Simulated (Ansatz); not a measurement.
The system is MnO.

```
CELL_PARAMETERS angstrom
0.00000 2.22391 2.22391
2.22391 0.00000 2.22391
2.22391 2.22391 0.00000
ATOMIC_POSITIONS crystal
Mn 0.00000 0.00000 0.00000
O 0.50000 0.50000 0.50000
```

The cell is a database's computed one.

Base run:

| Property | Result |
| --- | --- |
| Program | Ansatz 0.2.0 |
| Functional | PBEsol |
| Potentials or basis | Ansatz PAW |
| Cutoff | 420 eV (not typed: the program's choice for these potentials) |
| k mesh | 10 × 10 × 10 |
| Occupations | gaussian, width 0.1 eV |
| Spin | collinear spin, ferromagnetic start |
| Starting moments | [4.0, 0.0] μB |

Its results: band gap on the k mesh none (metal or under the smearing width); pressure -7.0 GPa; net moment 4.78 μB per cell; site moments Mn +4.04; O +0.23 μB.

The run is repeated on the same cell with these changes: functional from PBEsol to LDA; occupations from gaussian, width 0.1 eV to gaussian, width 0.05 eV. What comes out?

Band gap on the k mesh none (metal or under the smearing width); pressure -16.4 GPa; net moment 4.61 μB per cell; site moments Mn +3.92; O +0.22 μB.

Caveats: a cell with one magnetic atom can't hold antiferromagnetic order, which such compounds often take; semilocal functionals often make such compounds metallic where correlation or magnetic order opens a gap, which also shifts bond lengths; the PAW data sets come from PBE, with cores solved anew for the run's functional, which leaves a small shift of forces and pressure; so large a pressure means that the cell lies far from this level's equilibrium, or that cutoff or potentials fall short (some runs).
